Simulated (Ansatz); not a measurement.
# Sb in Ru(0001), 2x2: scattering by a point defect

Aim: the resistance that Sb in Ru(0001), 2x2 adds to the host.

Method: Ansatz plane-wave DFT, PBE, PAW files; ballistic transport by layer matching (Landauer), zero bias; PAW set soft_1, in Ansatz 0.2.0.

## (1) Starting point

The cell holds 64 atoms: 63 Ru and 1 Sb. Its edges and angles: a = 5.412 Å, b = 5.412 Å, c = 34.255 Å, α = 90.0°, β = 90.0°, γ = 120.0°. It derives from Ru. Regions: lead, 40 atoms (40 Ru); scattering region, 24 atoms (23 Ru and 1 Sb). The structure is stacked along c, and the current runs across the ab planes.

## (2) Transmission at ideal sites

The defect sits in one plane of the supercell, all atoms on ideal sites; the layers about the cell's end are the lead. The mesh across the current, 12×12, is finer than the density's, because channels open and close sharply across the zone. Energies from -0.1 to 0.1 eV in steps of 0.05 eV are too few for the program's thermal sum, so it prints no conductance; for a metal the transmission near the Fermi level serves, at a fraction of the cost.

File input.yaml:

```yaml
crystal:
  lattice:
    - [5.4116, 0.0, 0.0]
    - [-2.7058, 4.6865830751, 0.0]
    - [0.0, 0.0, 34.2552]
  atoms:
    - { symbol: Ru, position: [0.1666666667, 0.3333333333, 0.03125] }
    - { symbol: Ru, position: [0.1666666667, 0.8333333333, 0.03125] }
    - { symbol: Ru, position: [0.6666666667, 0.3333333333, 0.03125] }
    - { symbol: Ru, position: [0.6666666667, 0.8333333333, 0.03125] }
    - { symbol: Ru, position: [0.3333333333, 0.1666666667, 0.09375] }
    - { symbol: Ru, position: [0.3333333333, 0.6666666667, 0.09375] }
    - { symbol: Ru, position: [0.8333333333, 0.1666666667, 0.09375] }
    - { symbol: Ru, position: [0.8333333333, 0.6666666667, 0.09375] }
    - { symbol: Ru, position: [0.1666666667, 0.3333333333, 0.15625] }
    - { symbol: Ru, position: [0.1666666667, 0.8333333333, 0.15625] }
    - { symbol: Ru, position: [0.6666666667, 0.3333333333, 0.15625] }
    - { symbol: Ru, position: [0.6666666667, 0.8333333333, 0.15625] }
    - { symbol: Ru, position: [0.3333333333, 0.1666666667, 0.21875] }
    - { symbol: Ru, position: [0.3333333333, 0.6666666667, 0.21875] }
    - { symbol: Ru, position: [0.8333333333, 0.1666666667, 0.21875] }
    - { symbol: Ru, position: [0.8333333333, 0.6666666667, 0.21875] }
    - { symbol: Ru, position: [0.1666666667, 0.3333333333, 0.28125] }
    - { symbol: Ru, position: [0.1666666667, 0.8333333333, 0.28125] }
    - { symbol: Ru, position: [0.6666666667, 0.3333333333, 0.28125] }
    - { symbol: Ru, position: [0.6666666667, 0.8333333333, 0.28125] }
    - { symbol: Ru, position: [0.3333333333, 0.1666666667, 0.34375] }
    - { symbol: Ru, position: [0.3333333333, 0.6666666667, 0.34375] }
    - { symbol: Ru, position: [0.8333333333, 0.1666666667, 0.34375] }
    - { symbol: Ru, position: [0.8333333333, 0.6666666667, 0.34375] }
    - { symbol: Ru, position: [0.1666666667, 0.3333333333, 0.40625] }
    - { symbol: Ru, position: [0.1666666667, 0.8333333333, 0.40625] }
    - { symbol: Ru, position: [0.6666666667, 0.3333333333, 0.40625] }
    - { symbol: Ru, position: [0.6666666667, 0.8333333333, 0.40625] }
    - { symbol: Ru, position: [0.3333333333, 0.1666666667, 0.46875] }
    - { symbol: Ru, position: [0.3333333333, 0.6666666667, 0.46875] }
    - { symbol: Ru, position: [0.8333333333, 0.1666666667, 0.46875] }
    - { symbol: Ru, position: [0.8333333333, 0.6666666667, 0.46875] }
    - { symbol: Sb, position: [0.1666666667, 0.3333333333, 0.53125] }
    - { symbol: Ru, position: [0.1666666667, 0.8333333333, 0.53125] }
    - { symbol: Ru, position: [0.6666666667, 0.3333333333, 0.53125] }
    - { symbol: Ru, position: [0.6666666667, 0.8333333333, 0.53125] }
    - { symbol: Ru, position: [0.3333333333, 0.1666666667, 0.59375] }
    - { symbol: Ru, position: [0.3333333333, 0.6666666667, 0.59375] }
    - { symbol: Ru, position: [0.8333333333, 0.1666666667, 0.59375] }
    - { symbol: Ru, position: [0.8333333333, 0.6666666667, 0.59375] }
    - { symbol: Ru, position: [0.1666666667, 0.3333333333, 0.65625] }
    - { symbol: Ru, position: [0.1666666667, 0.8333333333, 0.65625] }
    - { symbol: Ru, position: [0.6666666667, 0.3333333333, 0.65625] }
    - { symbol: Ru, position: [0.6666666667, 0.8333333333, 0.65625] }
    - { symbol: Ru, position: [0.3333333333, 0.1666666667, 0.71875] }
    - { symbol: Ru, position: [0.3333333333, 0.6666666667, 0.71875] }
    - { symbol: Ru, position: [0.8333333333, 0.1666666667, 0.71875] }
    - { symbol: Ru, position: [0.8333333333, 0.6666666667, 0.71875] }
    - { symbol: Ru, position: [0.1666666667, 0.3333333333, 0.78125] }
    - { symbol: Ru, position: [0.1666666667, 0.8333333333, 0.78125] }
    - { symbol: Ru, position: [0.6666666667, 0.3333333333, 0.78125] }
    - { symbol: Ru, position: [0.6666666667, 0.8333333333, 0.78125] }
    - { symbol: Ru, position: [0.3333333333, 0.1666666667, 0.84375] }
    - { symbol: Ru, position: [0.3333333333, 0.6666666667, 0.84375] }
    - { symbol: Ru, position: [0.8333333333, 0.1666666667, 0.84375] }
    - { symbol: Ru, position: [0.8333333333, 0.6666666667, 0.84375] }
    - { symbol: Ru, position: [0.1666666667, 0.3333333333, 0.90625] }
    - { symbol: Ru, position: [0.1666666667, 0.8333333333, 0.90625] }
    - { symbol: Ru, position: [0.6666666667, 0.3333333333, 0.90625] }
    - { symbol: Ru, position: [0.6666666667, 0.8333333333, 0.90625] }
    - { symbol: Ru, position: [0.3333333333, 0.1666666667, 0.96875] }
    - { symbol: Ru, position: [0.3333333333, 0.6666666667, 0.96875] }
    - { symbol: Ru, position: [0.8333333333, 0.1666666667, 0.96875] }
    - { symbol: Ru, position: [0.8333333333, 0.6666666667, 0.96875] }
kpoints:
  mp_grid: { grid: [5, 5, 1] }
hamiltonian:
  xc: pbe
  pseudopotentials: { kind: paw, azcp: { folder: soft_1 } }
scf:
  occupations: { method: fermi_dirac, width: 0.1 }
output:
  transmission: { leads: [[0, 8]], kmesh: [12, 12], e_range: [-0.1, 0.1], de: 0.05 }
  write_potential: true
  write_density: true
  volumetric_format: npy
  elf: true
```

Run with:

```
$ ansatz run input.yaml --threads 4 --pin off --max-ram 15360MiB --backend cpu --events-out ev --progress --plain --runs-dir out
```

Numbers of over 12 decimals in the logs are rounded to 6 here.

Log:

```text
Engine: ansatz 0.2.0, aarch64-unknown-linux-gnu
Pseudopotentials: kind: paw
Pseudopotential: Ru, paw, valence charge 16, recommended cutoff 420 eV (normal), soft_1/Ru.paw.azcp
Pseudopotential: Sb, paw, valence charge 15, recommended cutoff 420 eV (normal), soft_1/Sb.paw.azcp
Functional definition: PBE
  parameter kappa = 0.804
  parameter beta = 0.066725
  exchange = pbe_x(kappa = kappa, mu = beta*pi^2/3)
  correlation = pbe_c(beta = beta)
Crystal: 64 atoms, lattice volume = 868.777 Å³
Basis set: ecut = 420 eV, 16909 PW (Γ)
Bands: 614, of which v1, the nominal top of the filled ones, is band 512 counted from 1 (511 counted from 0)
Symmetry: 12 space group operations
Space group: P-6m2 (ITA 187), of the structure as read, at distance tolerance 9.5e-5 Å
k-points: 5 of 25 (time reversal used)
Non-local potential: Ru, projectors of the file, l = 0: 3, l = 1: 2, l = 2: 2, l = 3: 1
Non-local potential: Sb, projectors of the file, l = 0: 2, l = 1: 2, l = 2: 2, l = 3: 1
PAW form: soft (Blöchl's): semilocal exchange-correlation on the pseudo side does not see the compensation charge
PAW one-centre angular grid: Ru, 590 points (default); XC on 64 Gauss nodes
PAW one-centre angular grid: Sb, 590 points (default); XC on 64 Gauss nodes
Initial density: superposition of atomic densities (chi_scale 0.1, normalization cell, long waves kept (reshape's long-wave potential 0.96 eV rms))
Initial wavefunctions: pseudopotential atomic-orbital guess
Functional: x = pbe(κ = 0.804, μ = 0.219515), c = pbe(β = 0.066725)
SCF iter   1: F=—  HF=-376906.406690 eV  |F-HF|=—  |Δ(HF+E_count)|=         —  Δρ=1.51e-1  dr2=7.83e3  ethr=3.10e-3  ⟨swp⟩=5.2  Hψ=10264  notcnv=0  defer=16
preconditioner: auto → Kerker (q_TF=auto, 2.804 Å⁻¹)  [metal: Δε(μ)=0.019 eV  Ē_g=5.477 eV  σ=0.100 eV  W_gap=0.05  n_scr=348 (ndim 8)  ℏωp=28.4 eV  f_vac=0.000  D(μ)=60.72/eV (n_scr^D=608)]
SCF iter   2: F=—  HF=-376863.961251 eV  |F-HF|=—  |Δ(HF+E_count)|=    4.24e1  Δρ=8.05e-2  dr2=3.52e3  ethr=3.10e-3  ⟨swp⟩=2.0  Hψ=5626  notcnv=0  defer=65
SCF iter   3: F=—  HF=-376845.115148 eV  |F-HF|=—  |Δ(HF+E_count)|=    1.88e1  Δρ=1.72e-2  dr2=2.59e2  ethr=3.10e-3  ⟨swp⟩=2.8  Hψ=7015  notcnv=0  defer=51
SCF iter   4: F=—  HF=-376843.588502 eV  |F-HF|=—  |Δ(HF+E_count)|=    1.53e0  Δρ=6.00e-3  dr2=1.68e0  ethr=3.10e-3  ⟨swp⟩=2.2  Hψ=3794  notcnv=0  defer=44
SCF iter   5: F=—  HF=-376843.559251 eV  |F-HF|=—  |Δ(HF+E_count)|=   2.93e-2  Δρ=2.02e-3  dr2=2.54e0  ethr=1.65e-4  ⟨swp⟩=1.0  Hψ=3024  notcnv=0  defer=46
SCF iter   6: F=—  HF=-376843.545316 eV  |F-HF|=—  |Δ(HF+E_count)|=   1.39e-2  Δρ=4.66e-4  dr2=1.25e-2  ethr=1.65e-4  ⟨swp⟩=1.0  Hψ=3024  notcnv=0  defer=46
SCF iter   7: F=—  HF=-376843.545215 eV  |F-HF|=—  |Δ(HF+E_count)|=   1.01e-4  Δρ=1.20e-4  dr2=1.24e-3  ethr=1.23e-6  ⟨swp⟩=2.0  Hψ=3130  notcnv=0  defer=46
SCF iter   8: F=—  HF=-376843.545192 eV  |F-HF|=—  |Δ(HF+E_count)|=   2.28e-5  Δρ=3.77e-5  dr2=7.58e-4  ethr=1.21e-7  ⟨swp⟩=2.0  Hψ=3410  notcnv=0  defer=46
SCF iter   9: F=—  HF=-376843.545177 eV  |F-HF|=—  |Δ(HF+E_count)|=   1.53e-5  Δρ=1.19e-5  dr2=4.08e-5  ethr=7.41e-8  ⟨swp⟩=1.0  Hψ=3024  notcnv=0  defer=46
SCF iter  10: F=—  HF=-376843.547510 eV  |F-HF|=—  |Δ(HF+E_count)|=   2.33e-3  Δρ=3.52e-6  dr2=7.43e-6  ethr=3.99e-9  ⟨swp⟩=1.0  Hψ=3070  notcnv=0  defer=46
SCF iter  11: F=—  HF=-376843.547510 eV  |F-HF|=—  |Δ(HF+E_count)|=   2.04e-8  Δρ=7.22e-7  dr2=1.74e-7  ethr=7.27e-10  ⟨swp⟩=1.0  Hψ=3024  notcnv=0  defer=46
SCF iter  12: F=-376843.547510 eV  HF=-376843.547510 eV  |F-HF|=8.79e-9  |Δ(HF+E_count)|=  9.31e-10  Δρ=2.20e-7  dr2=8.69e-9  ethr=9.78e-12  ⟨swp⟩=7.6  Hψ=6927  notcnv=0
SCF 1 converged in 12 iterations: F = -376843.547510 eV  dr2 = 8.69e-9
  greatest PAW one-centre occupation: 1.000 electrons in one spin orbital (limit 2), on the Ru atom at site 35 (counted from 0), in its partial waves of l = 0
transmission: 120 of 1197 steps passed
transmission: 240 of 1197 steps passed
[...]
transmission: 1197 of 1197 steps passed
SCF converged after 12 iterations
Free energy (F): -376843.547510 eV
Harris-Foulkes:  -376843.547510 eV  (|F-HF|=8.79e-9)
Internal energy: -376841.460470 eV  (E = F + TS)
E sigma→0 (E₀):  -376842.503990 eV
Entropy (-TS):   -2.087039 eV (-32.610 meV/atom)
Fermi energy:    23.415201 eV
--- Per-component energies (eV) ---
  E_band       = -3453.152734
  E_kinetic    = 29196.079289
  E_local      = -80887.309980  (includes V_loc(G=0)·N_el)
  E_nonlocal   = 26389.386984
  E_hartree    = 26948.622766
  E_xc         = -10824.768949
  E_vxc        = -13656.799557  (∫ρ·V_xc dr)
  E_paw        = -225148.422628  (= ΣΔE_a)
  E_vpaw       = -18391.795493  (= ΣTr[D̂ρ^β])
  E_aug_tail   = 0.039529  (compensation charges beyond the density's cutoff)
  E_ewald      = -142515.087480
  E_smearing   = -2.087039  (= −TS)
  E_closure    = -0.000000  (closes the sum)
  Σ components = -376843.547510   (vs F -376843.547510, Δ=0.00e0)
--- Band table (eV; the first three rows and the last of 5) ---
  k-point 0: bands = [... 508 lower, 24.1641, 24.1775, 24.1790, 24.1790, 24.2760, 24.2760, 24.3448, 24.3448, ... 98 higher]
  k-point 1: bands = [... 508 lower, 23.6916, 23.7305, 23.8903, 23.9164, 23.9377, 23.9543, 23.9549, 23.9671, ... 98 higher]
  k-point 2: bands = [... 508 lower, 23.1471, 23.1674, 23.2080, 23.2408, 23.2480, 23.3485, 23.3665, 23.4585, ... 98 higher]
  k-point 4: bands = [... 508 lower, 23.0333, 23.0541, 23.0972, 23.1694, 23.2762, 23.2956, 23.3893, 23.4147, ... 98 higher]
--- Transmission ---
  basis      : 223 plane waves across, 63 finite elements along
  points     : 19, standing for a mesh of 12 x 12
  energies   : 5 from -0.100000 to 0.100000 eV about the Fermi level, 0.050000 eV apart; the leads are filled to 0.000000 eV, and channels, transmission and decay are at 0.000000 eV
  crystal 0  : Ru8, at the sites [0, 8], period 4.2819 Å, over 32.11 Å; its Hamiltonian steps by up to 3.1 meV
    offset         : up to 0.0000 Å between an atom of the period and one for which it stands
    channels       : 5.930556e0 a spin
    conductance    : none, the energies end too early or step too widely for 300 K: set another output.transmission.e_range or a lower de, or, where they end at an eighth of basis.ecutwfc, a higher one
  junction   : crystal 0 to crystal 0, 1.44 to 31.42 Å
    transmission   : 3.325368e0 a spin
    conductance    : none, the energies end too early or step too widely for 300 K: set another output.transmission.e_range or a lower de, or, where they end at an eighth of basis.ecutwfc, a higher one
```

Elapsed: 7.4 min, on 4 threads of Arm Neoverse V1, shared host; peak memory 8.2 GiB.

Reading the cycles: dr2 is the Hartree energy of the density residual (eV), the measure of convergence; HF is the Harris–Foulkes estimate of the energy, which meets the free energy F at convergence.

This run has no spin polarisation although its electron count is odd.

Numbers from this step:

| Quantity | Value |
| --- | --- |
| free energy | -376843.5475 eV |
| energy at zero smearing | -376842.5040 eV |
| Fermi energy | 23.42 eV |
| cell area | 25.36 Å² |
| transmission per spin nearest the Fermi level | 3.325 |
| open channels per spin nearest the Fermi level | 5.931 |
| step of the lead's potential | 3.1 meV |

Per spin. Transmission, zone mean against energy, zero at the Fermi level:

```csv
energy (eV),"transmission, zone mean"
-0.1000,3.33
-0.0500,3.38
0.0000,3.33
0.0500,3.33
0.1000,3.18
```

Per spin. Open channels, zone mean, lead against energy, zero at the Fermi level:

```csv
energy (eV),"open channels, zone mean, lead"
-0.1000,5.64
-0.0500,6.01
0.0000,5.93
0.0500,5.64
0.1000,5.22
```

Transmission over k1 and k2. At 0.0000 eV from the Fermi level.

Ten even steps from '0' (1.28) to '9' (8.26):
```
332112332112
122212221101
012433421011
111358531112
322389983223
332459995423
332238998322
121113585311
011012433421
110112221222
321123321123
331013331013
```
Columns: k1 (b1) from -0.5 to 0.417; rows upwards: k2 (b2) from -0.5 to 0.417.

Open channels over k1 and k2. At 0.0000 eV from the Fermi level.

Values, 12 rows by 12 columns:
```
 6.0  7.0  5.0  4.0  4.0  5.0  7.0  6.0  7.0  5.0  5.0  7.0
 4.0  5.0  5.0  5.0  5.0  5.0  5.0  5.0  4.0  5.0  4.0  5.0
 3.0  4.0  5.0  7.0  7.0  7.0  7.0  5.0  4.0  3.0  5.0  5.0
 4.0  4.0  5.0  7.0  7.0 11.0  7.0  7.0  5.0  4.0  4.0  7.0
 6.0  5.0  5.0  7.0 11.0 12.0 12.0 11.0  7.0  5.0  5.0  6.0
 6.0  7.0  5.0  7.0  7.0 12.0 12.0 12.0  7.0  7.0  5.0  7.0
 6.0  6.0  5.0  5.0  7.0 11.0 12.0 12.0 11.0  7.0  5.0  5.0
 4.0  7.0  4.0  4.0  5.0  7.0  7.0 11.0  7.0  7.0  5.0  4.0
 3.0  5.0  5.0  3.0  4.0  5.0  7.0  7.0  7.0  7.0  5.0  4.0
 4.0  5.0  4.0  5.0  4.0  5.0  5.0  5.0  5.0  5.0  5.0  5.0
 6.0  7.0  5.0  5.0  7.0  6.0  7.0  5.0  4.0  4.0  5.0  7.0
 6.0  6.0  4.0  3.0  4.0  6.0  6.0  6.0  4.0  3.0  4.0  6.0
```
Columns: k1 (b1) from -0.5 to 0.417; rows upwards: k2 (b2) from -0.5 to 0.417.

Valence density in the ca plane at fractional y = 0.333, with atoms of Ru and Sb within 0.2 Å of it. It is the smooth field of the valence electrons, not physical close to the nuclei.

Ten even steps from '0' (0 e/Å³) to '9' (14 e/Å³), each cell a mean:
```
00000000000000000001000000000001000000000000
00000000000000000001000000000001000000000000
01100000000001100000000011000000000011000000
25520000000035410000000145310000000145200000
37730000000047620000000158510000000267400000
14420000000024410000000035300000000144200000
00100000000001000000000001000000000001000000
00000000000000000001000000000001000000000000
00000000000000000001000000000001000000000000
01100000000001100000000001000000000011000000
25520000000035410000000036300000000145200000
37730000000047620000000169510000000267400000
14420000000024410000000035200000000144200000
00100000000001000000000000000000000001000000
```
Columns run along c (16.0 Å, from fractional 0.27 to 0.73 of the cell), rows up along a (5.4 Å). Atoms in or near the plane, at fractional coordinates: Ru at (0.28, 0.17), Ru at (0.28, 0.67), Ru at (0.41, 0.17), Ru at (0.41, 0.67), Sb at (0.53, 0.17), Ru at (0.53, 0.67), Ru at (0.66, 0.17), Ru at (0.66, 0.67).

ELF in the ca plane at fractional y = 0.333, with atoms of Ru and Sb within 0.2 Å of it. It is the smooth field of the valence electrons, not physical close to the nuclei.

Ten even steps from '0' (0.04) to '9' (0.60), each cell a mean:
```
44444346643444444357633555553367534444443466
44444346643434444356533444443356534444343466
57754434444457744444444468644444344577544444
89985443344599974443444699964443444899954433
99895354453598984454444798973444544898953544
89984443344599974443444699954433444799844433
46654434434456644334444467644444344466544344
44444346643444444357533444443367534444443466
44444346643434444356534555553366534444343466
57754444444457744444445543455444444577544444
89985443344599974443456410146543444899954433
99895354453598984454466300036644544898954544
89984443344599974443356410146533444799844433
46654434434356644444435544455344444466544344
```
Columns run along c (16.0 Å, from fractional 0.27 to 0.73 of the cell), rows up along a (5.4 Å). Atoms in or near the plane, at fractional coordinates: Ru at (0.28, 0.17), Ru at (0.28, 0.67), Ru at (0.41, 0.17), Ru at (0.41, 0.67), Sb at (0.53, 0.17), Ru at (0.53, 0.67), Ru at (0.66, 0.17), Ru at (0.66, 0.67).

Electrostatic potential energy in the ca plane at fractional y = 0.333, with atoms of Ru and Sb within 0.2 Å of it. With pseudopotentials it is smooth inside the atoms' cores, unlike the true potential.

Values in eV, 8 rows by 16 columns, each cell a mean:
```
 20  22   3  10  21  21  11   2  20  18  17  -3  21  20  21  -3
-14   7  16  18  -3  -4  18  15   7 -14  19  13  16 -18  16  13
-57 -19  23  22 -39 -41  22  23 -17 -58  16  23   4 -65   3  23
-18   5  17  19  -7  -8  19  17   5 -18  19  16  15 -23  15  16
 20  22   3  10  21  21  11   2  20  18  17  -3  21  20  21  -3
-14   7  16  18  -3  -4  18  15   7  -6  17  13  16 -18  16  13
-57 -19  23  22 -39 -41  22  22  -4 -17  14  23   4 -65   3  23
-18   5  17  19  -7  -8  19  16   6  -8  17  16  15 -23  15  16
```
Columns run along c (16.0 Å, from fractional 0.27 to 0.73 of the cell; values clipped at the 3rd and 97th percentile), rows up along a (5.4 Å). Atoms in or near the plane, at fractional coordinates: Ru at (0.28, 0.17), Ru at (0.28, 0.67), Ru at (0.41, 0.17), Ru at (0.41, 0.67), Sb at (0.53, 0.17), Ru at (0.53, 0.67), Ru at (0.66, 0.17), Ru at (0.66, 0.67).

Over the solved energies the transmission per spin lies between 3.18 and 3.38, out of 5.69 channels of the lead on average (up to 6.01).

## (3) Resistance at ideal sites

This step: Ansatz plane-wave DFT, PBE, PAW files; ballistic transport by layer matching (Landauer), zero bias; area resistance of the defect plane and resistivity an atomic per cent; PAW set soft_1 (Ansatz 0.2.0).

Numbers from this step:

```yaml
area_resistance: 0.4197 fΩ m²
t_over_the_leads_mean_channel_count: 0.5710
resistivity_per_at_scaled_from_this_dense_plane_with_the_factor_3_over_4_for_isotropic_scattering: 5.881 µΩ cm
```

Averaged over the energies near the Fermi level, 57.1 % of the channels pass, which makes 0.420 fΩ m².

By hand, with T and the leads' channels N averaged over the energies near the Fermi level: RA = A (h/2e²)(1/T − 1/N) = 25.36×10⁻²⁰ m² × 12 906 Ω × (1/3.346 − 1/5.861) = 0.420 fΩ m². Per atomic per cent: RA × A / V_atom × 0.01 × 3/4 = 5.88 µΩ cm, with the host's V_atom = 13.57 Å³.

## (4) Summary of results

- share of channels that pass, rigid: 0.571
- area resistance, rigid: 0.420 fΩ m²
- resistivity per at.% from the area resistance, times 3/4, rigid: 5.88 µΩ cm

**Reading.** The plane of defects adds 0.42 fΩ m². Scaled to one atomic per cent that is 7.8 µΩ cm as it stands and 5.9 with the factor 3/4 for isotropic scattering on a spherical Fermi surface; with the reflection in place of the resistance taken as linear in the density it would be 3.4. These are rough estimates of the dilute value, not bounds. One Sb in each 2x2 cell reflects 43 % of the lead's channels. The defects form a dense periodic sheet that scatters coherently, unlike a dilute random alloy. T and N are means over the solved energies nearest the Fermi level.

[Logs are printed without paths, hosts, clocks, repeated set-up lines and the standing remarks that a program may print on its own settings, such as how far it seeks lower states.]

[Hosts, paths, dates, database ids (printed as entryN), source tags and the programs' standing remarks are cut or masked in the printed files.]
